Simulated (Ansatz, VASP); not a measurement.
One calculation of MgS, two programs

File INCAR:

```
SYSTEM = MgS
ALGO     = Normal         ! electronic algorithm
EDIFF    = 1E-7           ! SCF threshold, eV
EDIFFG   = -0.005         ! ionic threshold
ENCUT    = 600            ! plane-wave cutoff, eV
GGA      = PE             ! functional
IBRION   = 2              ! ionic algorithm
ISIF     = 3              ! what is computed and relaxed
ISMEAR   = 0              ! smearing method
LASPH    = .True.         ! aspherical terms in the spheres
LCHARG   = .False.        ! write CHGCAR
LREAL    = .False.        ! projectors in reciprocal space
LWAVE    = .False.        ! write WAVECAR
NELM     = 100            ! most SCF steps
NSW      = 100            ! ionic steps
PREC     = Accurate       ! precision mode
SIGMA    = 0.02           ! smearing width, eV
```

KPOINTS

```
k-points
0
Gamma
  9 9 4
  0 0 0
```

File POSCAR:

```
MgS
1.0
    4.0066370000      0.0000000000      0.0000000000
   -2.0033180000      3.4698490000      0.0000000000
    0.0000000000      0.0000000000      6.5428100000
Mg S
2 2
Direct
    0.0000000000      0.0000000000      0.0000000000
    0.3333333300      0.6666666700      0.5000000000
    0.0000000000      0.0000000000      0.3750000000
    0.3333333300      0.6666666700      0.8750000000
```

Input for Ansatz:

```yaml
crystal:
  lattice:
    - [4.006637, 0.0, 0.0]
    - [-2.003318, 3.469849, 0.0]
    - [0.0, 0.0, 6.54281]
  atoms:
    - { symbol: Mg, position: [0.0, 0.0, 0.0] }
    - { symbol: S, position: [0.0, 0.0, 0.375] }
    - { symbol: Mg, position: [0.33333333, 0.66666667, 0.5] }
    - { symbol: S, position: [0.33333333, 0.66666667, 0.875] }
basis:
  ecutwfc: 420
kpoints:
  mp_grid: { grid: [9, 9, 4] }
hamiltonian:
  xc: pbe
scf:
  occupations: { method: gaussian, width: 0.02 }
output:
  forces: true
  stress: true
  eigenvalues: true
  write_density: true
  write_potential: true
  elf: true
  volumetric_format: npy
relax:
  adjacent_minimum: "off"
  f_tol: 0.005
  max_steps: 80
  cell: { stress_tol: 0.05 }
```

The cell was built by a generator and needn't be a form met in nature.

Alike in both runs: task relaxation of cell and atoms; functional PBE; k mesh 9 × 9 × 4; occupations gaussian, width 0.02 eV; no spin polarisation.

|  | VASP | Ansatz |
| --- | --- | --- |
| version | VASP 6.6.1 | Ansatz 0.2.0 |
| potentials or method | VASP PAW PBE potentials, release 64 (Mg, S) | scalar-relativistic, plane waves, PAW |
| plane-wave cutoff (eV) | 600 | 420 |
| valence electrons in the cell | 16 | 32 |

|  | VASP | Ansatz | Ansatz less VASP |
| --- | --- | --- | --- |
| gap on the k mesh at the Fermi level, each at its own relaxed structure (eV) | 3.38 | 3.38 | -0.004 |
| relaxed volume (Å³/atom) | 23.05 | 23.10 | +0.056 |
| relaxed cell length with the largest relative difference (Å) | 4.051 | 4.054 | +0.0036 |
| energy change over the relaxation (meV/atom) | -2 | -2 | -0.3 |

The two sets of potentials don't hold the same shells in valence.

Caveats: an odd mesh through Γ misses points on the zone boundary, where band edges often lie. Expect the measured gap to be larger: semilocal functionals such as PBE lack the derivative discontinuity.
